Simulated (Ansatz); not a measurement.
KCl (rocksalt), relaxed with r2SCAN in the plane-wave code Ansatz. It is cubic, Fm-3m (No. 225); a = 6.290 Å in the conventional setting, 31.10 Å³ an atom. K has 6 Cl at 3.14 Å; Cl has 6 K at 3.14 Å.

The axes x, y and z are those of this cell:
```yaml
crystal:
  lattice:
    - [0.00000, 3.14485, 3.14485]
    - [3.14485, 0.00000, 3.14485]
    - [3.14485, 3.14485, 0.00000]
  atoms:
    - { symbol: K, position: [0.00000, 0.00000, 0.00000] }
    - { symbol: Cl, position: [0.50000, 0.50000, 0.50000] }
```

Unstrained: PBE gives a direct gap of 5.194 eV at Γ. The r2SCAN gap is direct at Γ: 5.831 eV. HSE06 gives a direct gap of 6.505 eV at Γ. Meshes: PBE 8×8×8, r2SCAN 8×8×8, HSE06 6×6×6. Strains are changes of length per length, and xy shears are angles. After each strain the atoms were relaxed again with r2SCAN within the symmetry that the strain leaves, so tilts or polar shifts that break it weren't tested; points keep the names that they have in the unstrained zone. (Simulation; spin polarisation is off.)

(1) One strain changed the r2SCAN stress by xx +0.15, yy +0.15, zz +1.38 GPa (compression positive) and the gap by +0.073 eV (PBE), +0.072 eV (r2SCAN), +0.080 eV (HSE06). Which kind of strain was it, and roughly how large?

(2) Apply epitaxial +3.0 % in the xy plane, free normal strain -0.67 %. How far does the gap move, against the unstrained cell?

(3) One strain changed the r2SCAN stress by xx +1.90, yy +1.90, zz -0.04 GPa (compression positive) and the gap by +0.168 eV (PBE), +0.169 eV (r2SCAN), +0.181 eV (HSE06). Which kind of strain was it, and roughly how large?

(4) Apply xy shear, engineering strain (angle) +0.5 %. How far does the gap move, against the unstrained cell?

(5) Apply isotropic -0.5 % on every length. How far does the gap move, against the unstrained cell?

Results:

(1) Uniaxial -2.5 % along z, other directions held. The pattern of the stress gives the kind; the size needs the stiffness, so it is an estimate.

(2) PBE: the gap goes from 5.194 to 5.003 eV (-0.191 eV); with r2SCAN the top three valence levels at Γ, degenerate before, become 1+2 from the top over 20 meV. r2SCAN: the gap goes from 5.831 to 5.633 eV (-0.198 eV). HSE06: the gap goes from 6.505 to 6.303 eV (-0.202 eV). The r2SCAN energy rises by 7.4 meV an atom.

(3) Epitaxial -3.0 % in the xy plane, free normal strain +0.86 %. The pattern of the stress gives the kind; the size needs the stiffness, so it is an estimate.

(4) PBE: the gap goes from 5.194 to 5.190 eV (-0.004 eV). r2SCAN: the gap goes from 5.831 to 5.826 eV (-0.005 eV). HSE06: the gap goes from 6.505 to 6.500 eV (-0.005 eV). The r2SCAN energy rises by 0.0 meV an atom.

(5) PBE: the gap goes from 5.194 to 5.247 eV (+0.053 eV). r2SCAN: the gap goes from 5.831 to 5.885 eV (+0.054 eV). HSE06: the gap goes from 6.505 to 6.561 eV (+0.056 eV). The r2SCAN energy rises by 0.5 meV an atom.

The meshes of the hybrids are coarse, so their gaps aren't converged to the digits shown.

The splittings at Γ are without spin-orbit coupling, which regroups them where it is of like size or larger.
